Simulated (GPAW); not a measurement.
Crystal: BP.

```xyz
2
Lattice="0.0000 2.2690 2.2690 2.2690 0.0000 2.2690 2.2690 2.2690 0.0000" Properties=species:S:1:pos:R:3 pbc="T T T"
P     3.4035    3.4035    3.4035
B     0.0000    0.0000    0.0000
```

Base run:

```yaml
Program: GPAW 26.7.0
Functional: BLYP
Potentials_or_basis: PAW data sets generated in the run's folder for this functional
Cutoff: 800 eV
Basis: pw
k_mesh: 10 × 10 × 10
Occupations: fermi-dirac, width 0.05 eV
Spin: no spin polarisation
```

Its results: band gap on the k mesh 1.51 eV, indirect (least direct gap 3.55 eV); pressure 6.2 GPa.

Task: The run is repeated on the same cell with these changes: functional from BLYP to LDA; potentials or basis from PAW data sets generated in the run's folder for this functional to the program's PAW data sets (release 1.2.1) made for this functional. What comes out?

Result: Band gap on the k mesh 1.19 eV, indirect (least direct gap 3.38 eV); pressure -5.0 GPa.
